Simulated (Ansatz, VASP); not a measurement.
# WSe2 in two plane-wave programs

One calculation is typed for both programs; each brings its own data sets. How far apart do they land? The structure shown is the end of the Ansatz relaxation below.

Calculated with Ansatz 0.2.0; plane waves, with VASP 6.6.1 beside it; single point at PBE with D3(BJ).

## (1) Set-up

The cell holds 12 atoms: 4 W and 8 Se. Cell: a = 3.281 Å, b = 3.281 Å, c = 37.781 Å, α = 90.0°, β = 90.0°, γ = 120.0°. Vacuum lies along c.

## (2) Ansatz: relaxation, PBE with D3(BJ)

Ansatz runs on its PAW soft_1 files.

This run makes the geometry at which the two programs are then compared.

input.yaml

```yaml
crystal:
  lattice:
    - [3.282, 0.0, 0.0]
    - [-1.641, 2.84229538, 0.0]
    - [0.0, 0.0, 37.781088]
  atoms:
    - { symbol: W, position: [0.66666667, 0.33333333, 0.24272843] }
    - { symbol: W, position: [0.33333333, 0.66666667, 0.41424281] }
    - { symbol: W, position: [0.66666667, 0.33333333, 0.58575719] }
    - { symbol: W, position: [0.33333333, 0.66666667, 0.75727157] }
    - { symbol: Se, position: [0.33333333, 0.66666667, 0.19851202] }
    - { symbol: Se, position: [0.33333333, 0.66666667, 0.28694483] }
    - { symbol: Se, position: [0.33333333, 0.66666667, 0.54154078] }
    - { symbol: Se, position: [0.66666667, 0.33333333, 0.3700264] }
    - { symbol: Se, position: [0.33333333, 0.66666667, 0.6299736] }
    - { symbol: Se, position: [0.66666667, 0.33333333, 0.45845922] }
    - { symbol: Se, position: [0.66666667, 0.33333333, 0.71305517] }
    - { symbol: Se, position: [0.66666667, 0.33333333, 0.80148798] }
kpoints:
  mp_grid: { grid: [12, 12, 1] }
scf:
  occupations: { method: fermi_dirac, width: 0.02 }
hamiltonian:
  xc: pbe
  pseudopotentials: { kind: paw, azcp: { folder: soft_1 } }
  dispersion: d3bj
basis:
  ecutwfc: 600
output:
  forces: true
  stress: true
relax:
  f_tol: 0.005
  max_steps: 70
  cell: { stress_tol: 0.02, p_target: 0, fix: [c, alpha, beta, gamma] }
```

Command:

```console
ansatz run input.yaml --threads 4 --pin off --max-ram 10240MiB --backend cpu --events-out ev --progress --plain --runs-dir out
```

Numbers of over 12 decimals in the logs are rounded to 6 here.

What it wrote:

```text
Warning: crystal.symmetry: narrowed to the stabiliser of the fixed cell quantities (relax.cell.fix) — unitary ops 12 → 4. The narrowing is safe, since a smaller group never makes results wrong: the run goes on under it, on as many k-points as the starting group would need, or more. Excluded: 8 operations that would move a fixed cell quantity at a test strain (relax.cell.fix fixes c, alpha, beta, gamma). The cell can leave their symmetry as it relaxes.
Engine: ansatz 0.2.0, aarch64-unknown-linux-gnu
Pseudopotentials: kind: paw
Pseudopotential: W, paw, valence charge 14, recommended cutoff 420 eV (normal), soft_1/W.paw.azcp
Pseudopotential: Se, paw, valence charge 16, recommended cutoff 420 eV (normal), soft_1/Se.paw.azcp
Functional definition: PBE
  parameter kappa = 0.804
  parameter beta = 0.066725
  exchange = pbe_x(kappa = kappa, mu = beta*pi^2/3)
  correlation = pbe_c(beta = beta)
Crystal: 12 atoms, lattice volume = 352.438 Å³
Basis set: ecut = 600 eV, 11911 PW (Γ), exchange–correlation on 54×54×640 points (8 copies of the dense FFT grid, shifted against one another)
Bands: 111, of which v1, the nominal top of the filled ones, is band 92 counted from 1 (91 counted from 0)
Symmetry: 4 space group operations
k-points: 43 of 144
Non-local potential: W, projectors of the file, l = 0: 3, l = 1: 2, l = 2: 2, l = 3: 1
Non-local potential: Se, projectors of the file, l = 0: 2, l = 1: 2, l = 2: 3, l = 3: 1
PAW form: soft (Blöchl's): semilocal exchange-correlation on the pseudo side does not see the compensation charge
PAW one-centre angular grid: W, 590 points (default); XC on 64 Gauss nodes
PAW one-centre angular grid: Se, 590 points (default); XC on 64 Gauss nodes
Initial density: superposition of atomic densities (neutral atoms: chi_scale 0, normalization atom)
Initial wavefunctions: pseudopotential atomic-orbital guess
Functional: x = pbe(κ = 0.804, μ = 0.219515), c = pbe(β = 0.066725)
iter 1 solved again at ethr=2.19e-3 eV; its pass at ethr=3.10e-3 eV (dr2=4.03e0 eV) is discarded
SCF iter   1: F=—  HF=-85309.221112 eV  |F-HF|=—  |Δ(HF+E_count)|=         —  Δρ=2.83e-2  dr2=4.10e0  ethr=2.19e-3  ⟨swp⟩=1.4  Hψ=23320  notcnv=0
preconditioner: auto → Resta (q_TF=auto, 2.448 Å⁻¹)  ε∞=4.5  [insulator: Δε(μ)=1.143 eV  Ē_g=9.009 eV  σ=0.020 eV  W_gap=1.00  n_scr=106 (ndim 8)  ℏωp=16.8 eV  f_vac=0.319  D(μ)=0.00/eV (n_scr^D=0)  ε∞_Penn≈4.5  vacuum switching on, ρ_ref=5.9e-3 e/Å³]
SCF iter   2: F=—  HF=-85308.403662 eV  |F-HF|=—  |Δ(HF+E_count)|=   8.17e-1  Δρ=1.58e-2  dr2=1.11e0  ethr=2.19e-3  ⟨swp⟩=3.1  Hψ=7164  notcnv=0  defer=11
SCF iter   3: F=—  HF=-85308.121824 eV  |F-HF|=—  |Δ(HF+E_count)|=   2.82e-1  Δρ=2.13e-3  dr2=2.36e-2  ethr=6.05e-4  ⟨swp⟩=3.4  Hψ=7609  notcnv=0  defer=184
SCF iter   4: F=—  HF=-85308.120297 eV  |F-HF|=—  |Δ(HF+E_count)|=   1.53e-3  Δρ=8.13e-4  dr2=7.78e-3  ethr=1.28e-5  ⟨swp⟩=2.8  Hψ=9357  notcnv=0  defer=434
SCF iter   5: F=—  HF=-85308.120276 eV  |F-HF|=—  |Δ(HF+E_count)|=   2.18e-5  Δρ=5.39e-4  dr2=3.47e-3  ethr=4.23e-6  ⟨swp⟩=2.4  Hψ=8521  notcnv=0  defer=434
SCF iter   6: F=—  HF=-85308.120504 eV  |F-HF|=—  |Δ(HF+E_count)|=   2.29e-4  Δρ=2.29e-4  dr2=6.34e-4  ethr=1.89e-6  ⟨swp⟩=2.0  Hψ=5595  notcnv=0  defer=448
SCF iter   7: F=—  HF=-85308.120614 eV  |F-HF|=—  |Δ(HF+E_count)|=   1.09e-4  Δρ=1.32e-4  dr2=1.54e-4  ethr=3.44e-7  ⟨swp⟩=2.0  Hψ=5421  notcnv=0  defer=448
SCF iter   8: F=—  HF=-85308.120624 eV  |F-HF|=—  |Δ(HF+E_count)|=   1.03e-5  Δρ=4.61e-5  dr2=1.61e-5  ethr=8.37e-8  ⟨swp⟩=2.0  Hψ=5484  notcnv=0  defer=448
SCF iter   9: F=—  HF=-85308.120748 eV  |F-HF|=—  |Δ(HF+E_count)|=   1.24e-4  Δρ=1.29e-5  dr2=1.98e-6  ethr=8.74e-9  ⟨swp⟩=3.3  Hψ=8886  notcnv=0  defer=448
SCF iter  10: F=—  HF=-85308.120749 eV  |F-HF|=—  |Δ(HF+E_count)|=   1.20e-6  Δρ=9.52e-6  dr2=3.24e-6  ethr=1.08e-9  ⟨swp⟩=2.2  Hψ=5787  notcnv=0  defer=448
SCF iter  11: F=-85308.120749 eV  HF=-85308.120749 eV  |F-HF|=4.63e-8  |Δ(HF+E_count)|=   2.26e-7  Δρ=3.32e-6  dr2=4.54e-8  ethr=5.43e-11  ⟨swp⟩=3.8  Hψ=18354  notcnv=0
SCF 1 converged in 11 iterations: F = -85308.120749 eV  dr2 = 4.54e-8
  greatest PAW one-centre occupation: 1.000 electrons in one spin orbital (limit 2), on the Se atom at site 8 (counted from 0), in its partial waves of l = 2
relax step   1: F+E_penalty+E_count = -85308.12074930 eV  Δ(F+E_penalty+E_count) = +0.000e0 eV  max|allowed force component| = 2.888e-1 eV/Å  Δτ_max = 0.0000 Å  P = +0.678 GPa  Ω = 352.438 Å³  fix = [c, alpha, beta, gamma]  reactions: c +1.138 GPa; alpha +0.000, beta -0.000, gamma -0.000 GPa/rad  (11 SCF iters, dr2 threshold 1.00e-7 eV, accepted)
[...]
relax step   5: F+E_penalty+E_count = -85308.14275661 eV  Δ(F+E_penalty+E_count) = -1.813e-4 eV  max|allowed force component| = 6.185e-3 eV/Å  Δτ_max = 0.0180 Å  P = -0.023 GPa  Ω = 352.107 Å³  energy of the carried Pulay correction = +5.015e-6 eV  fix = [c, alpha, beta, gamma]  reactions: c -0.050 GPa; alpha -0.000, beta +0.000, gamma -0.000 GPa/rad  (13 SCF iters, accepted)
[...]
relax step   6: F+E_penalty+E_count = -85308.14276640 eV  Δ(F+E_penalty+E_count) = -9.789e-6 eV  max|allowed force component| = 2.556e-3 eV/Å  Δτ_max = 0.0022 Å  P = -0.002 GPa  Ω = 352.133 Å³  energy of the carried Pulay correction = +4.620e-6 eV  fix = [c, alpha, beta, gamma]  reactions: c -0.007 GPa; alpha -0.000, beta +0.000, gamma -0.000 GPa/rad  (7 SCF iters, dr2 threshold 2.39e-9 eV, accepted)
[...]
relax step   7: F+E_penalty+E_count = -85308.14276155 eV  Δ(F+E_penalty+E_count) = +4.852e-6 eV  max|allowed force component| = 2.557e-3 eV/Å  Δτ_max = 0.0000 Å  P = -0.002 GPa  Ω = 352.133 Å³  fix = [c, alpha, beta, gamma]  reactions: c -0.007 GPa; alpha -0.000, beta +0.000, gamma +0.000 GPa/rad  stress off target by 3.25e-5 GPa on what of the cell is left free  SCF on the basis re-selected at this cell (its energy is not comparable with the rows above)  (8 SCF iters)
basis re-selected at this cell: Δ(F+E_penalty+E_count) = +4.852e-6 eV, ΔP = -0.000 GPa vs the last step (what re-selecting the basis moved, of the pressure what is left beyond the Pulay correction that the steps carried, after the strain that the cell walked since its last selection, with what the two solves' SCF thresholds leave and, on support functions, any second-order correction that the steps lacked; it is no m [...]
SCF converged after 8 iterations
Free energy (F): -85308.142762 eV
Harris-Foulkes:  -85308.142762 eV  (|F-HF|=2.04e-10)
Internal energy: -85308.142762 eV  (E = F + TS)
E sigma→0 (E₀):  -85308.142762 eV
Fermi energy:    7.677260 eV
--- Per-component energies (eV) ---
  E_band       = -4423.981057
  E_kinetic    = 2579.695498
  E_local      = -249988.706615  (includes V_loc(G=0)·N_el)
  E_nonlocal   = -2934.639290
  E_hartree    = 124863.008661
  E_xc         = -1755.790855
  E_vxc        = -1654.486943  (∫ρ·V_xc dr)
  E_paw        = -51350.568448  (= ΣΔE_a)
  E_vpaw       = -2151.862391  (= ΣTr[D̂ρ^β])
  E_aug_tail   = 0.000116  (compensation charges beyond the density's cutoff)
  E_ewald      = 93284.131449
  E_disp       = -5.273277  (pairwise vdW)
  E_smearing   = -0.000000  (= −TS)
  E_closure    = -0.000000  (closes the sum)
  Σ components = -85308.142762   (vs F -85308.142762, Δ=0.00e0)
--- Forces (eV/Å), atoms counted from 1 ---
  atom   1  W      0.00000000    -0.00000000    -0.00006081
  atom   2  W      0.00000000    -0.00000000    -0.00013966
  atom   3  W     -0.00000000     0.00000000     0.00013966
  atom   4  W     -0.00000000     0.00000000     0.00006081
  atom   5  Se    -0.00000000     0.00000000    -0.00191333
  atom   6  Se    -0.00000000     0.00000000     0.00202622
  atom   7  Se    -0.00000001     0.00000000    -0.00255696
  atom   8  Se     0.00000000    -0.00000000    -0.00172101
  atom   9  Se    -0.00000000     0.00000000     0.00172101
  atom  10  Se     0.00000001    -0.00000000     0.00255696
  atom  11  Se     0.00000000    -0.00000000    -0.00202622
  atom  12  Se     0.00000000    -0.00000000     0.00191333
  max |Σ_I F_I| component: 0.00e0 eV/Å
--- Stress (GPa, compression-positive) ---
        0.000033      -0.000000      -0.000000
       -0.000000       0.000032       0.000000
       -0.000000       0.000000      -0.006550
  P = ⅓ Tr σ = -0.0022 GPa (-0.022 kbar)
--- Relaxed structure (6 steps of the walk, 5 accepted, 1 SCFs on fresh bases) ---
  F+E_penalty+E_count = -85308.14276155 eV   max|allowed force component| = 2.557e-3 eV/Å   (the final SCF, on the basis selected at the relaxed cell)
  cell:  # Å, volume = 352.1332 Å³
    - [3.280582, -1.285560589749006e-19, 0]
    - [-1.640291, 2.841068, 0]
    - [0, 0, 37.781088]
  atoms:
    - { symbol: W, position: [0.666667, 0.333333, 0.245968] }
    - { symbol: W, position: [0.333333, 0.666667, 0.415352] }
    - { symbol: W, position: [0.666667, 0.333333, 0.584648] }
    - { symbol: W, position: [0.333333, 0.666667, 0.754032] }
    - { symbol: Se, position: [0.333333, 0.666667, 0.201358] }
    - { symbol: Se, position: [0.333333, 0.666667, 0.290560] }
    - { symbol: Se, position: [0.333333, 0.666667, 0.540086] }
    - { symbol: Se, position: [0.666667, 0.333333, 0.370789] }
    - { symbol: Se, position: [0.333333, 0.666667, 0.629211] }
    - { symbol: Se, position: [0.666667, 0.333333, 0.459914] }
    - { symbol: Se, position: [0.666667, 0.333333, 0.709440] }
    - { symbol: Se, position: [0.666667, 0.333333, 0.798642] }
```

## (3) VASP: single point, PBE with D3(BJ)

The same cell, functional, mesh and smearing now go to VASP, with its own data sets.

Lines of VASP's logs that name or quote its potential files are left out, and so is its time.

INCAR

```
SYSTEM = WSe2
PREC = Accurate
ENCUT = 600
EDIFF = 1E-06
NELM = 120
ISMEAR = -1
SIGMA = 0.02
LREAL = .FALSE.
ALGO = Normal
GGA = PE
IVDW = 12
NBANDS = 48
LASPH = .TRUE.
LORBIT = 11
LWAVE = .FALSE.
LCHARG = .FALSE.
ISIF = 2
GGA_COMPAT = .FALSE.
EFERMI = MIDGAP
KPAR = 2
```

POSCAR

```
WSe2
1.0
    3.2805821781      0.0000000000      0.0000000000
   -1.6402910890      2.8410675054      0.0000000000
    0.0000000000      0.0000000000     37.7810880000
W Se
4 8
Direct
    0.6666666616      0.3333333384      0.2459678125
    0.3333333296      0.6666666704      0.4153522288
    0.6666666704      0.3333333296      0.5846477712
    0.3333333384      0.6666666616      0.7540321875
    0.3333333283      0.6666666717      0.2013578276
    0.3333333283      0.6666666717      0.2905597915
    0.3333333369      0.6666666631      0.5400857046
    0.6666666629      0.3333333371      0.3707892846
    0.3333333371      0.6666666629      0.6292107154
    0.6666666631      0.3333333369      0.4599142954
    0.6666666717      0.3333333283      0.7094402085
    0.6666666717      0.3333333283      0.7986421724
```

KPOINTS

```
Automatic mesh
0
Gamma
12 12 1
0 0 0
```

PAW data sets: W and Se (PBE family, release 64).

Command:

```console
mpirun -np 2 vasp_std
```

What it wrote:

```text
[banner, memory and clock lines left out]
running    2 mpi-ranks, on    1 nodes
 distrk:  each k-point on    1 cores,    2 groups
 distr:  one band on    1 cores,    1 groups

 POSCAR found type information on POSCAR W Se
 POSCAR found :  2 types and      12 ions
 LDA part: xc-table for (Slater+PW92), standard interpolation
 POSCAR, INCAR and KPOINTS ok, starting setup
 FFT: planning ... GRIDC
 FFT: planning ... GRID_SOFT
 FFT: planning ... GRID
 WAVECAR not read
 entering main loop
       N       E                     dE             d eps       ncg     rms          rms(c)
DAV:   1     0.481775945942E+03    0.48178E+03   -0.31442E+04  1832   0.140E+03
DAV:   2    -0.354539749188E+02   -0.51723E+03   -0.49018E+03  2472   0.270E+02
DAV:   3    -0.883166142871E+02   -0.52863E+02   -0.51889E+02  2240   0.862E+01
DAV:   4    -0.904742681529E+02   -0.21577E+01   -0.21416E+01  2640   0.174E+01
DAV:   5    -0.905251648942E+02   -0.50897E-01   -0.50781E-01  2528   0.267E+00    0.437E+01
DAV:   6    -0.873645080956E+02    0.31607E+01   -0.15576E+01  2640   0.137E+01    0.170E+01
DAV:   7    -0.868980002591E+02    0.46651E+00   -0.88080E+00  2384   0.112E+01    0.106E+01
DAV:   8    -0.864825045631E+02    0.41550E+00   -0.12000E+00  2480   0.486E+00    0.130E+00
DAV:   9    -0.864764801078E+02    0.60245E-02   -0.19210E-01  2472   0.158E+00    0.529E-01
DAV:  10    -0.864736619801E+02    0.28181E-02   -0.23953E-02  2472   0.646E-01    0.421E-01
DAV:  11    -0.864733609824E+02    0.30100E-03   -0.33889E-03  2328   0.230E-01    0.169E-01
DAV:  12    -0.864731950209E+02    0.16596E-03   -0.81686E-04  2408   0.126E-01    0.855E-02
DAV:  13    -0.864731091497E+02    0.85871E-04   -0.43976E-04  2512   0.744E-02    0.325E-02
DAV:  14    -0.864731380507E+02   -0.28901E-04   -0.61734E-05  2424   0.323E-02    0.249E-02
[...]
DAV:  18    -0.864732901897E+02   -0.85641E-05   -0.31365E-06  1872   0.600E-03    0.309E-03
DAV:  19    -0.864733060518E+02   -0.15862E-04   -0.92895E-07  1576   0.338E-03    0.400E-03
DAV:  20    -0.864733230020E+02   -0.16950E-04   -0.83298E-07  1632   0.234E-03    0.184E-03
DAV:  21    -0.864733280998E+02   -0.50979E-05   -0.47086E-07  1568   0.190E-03    0.190E-03
DAV:  22    -0.864733403767E+02   -0.12277E-04   -0.43036E-07  1504   0.169E-03    0.100E-03
DAV:  23    -0.864733480407E+02   -0.76640E-05   -0.45816E-07  1576   0.130E-03    0.163E-03
DAV:  24    -0.864733493041E+02   -0.12634E-05   -0.55937E-08  1368   0.530E-04    0.608E-04
DAV:  25    -0.864733495790E+02   -0.27490E-06   -0.16405E-08  1160   0.394E-04
   1 F= -.91745598E+02 E0= -.91745598E+02  d E =-.385124E-12
```

(Part 1 of 2 ends here.)

[Lines on the potential files, build, host, timing and source positions are cut from VASP's logs without a mark.]

[Logs are printed without paths, hosts, clocks, repeated set-up lines and the standing remarks that a program may print on its own settings, such as how far it seeks lower states.]

[Hosts, paths, dates, database ids (printed as entryN), source tags and the programs' standing remarks are cut or masked in the printed files.]
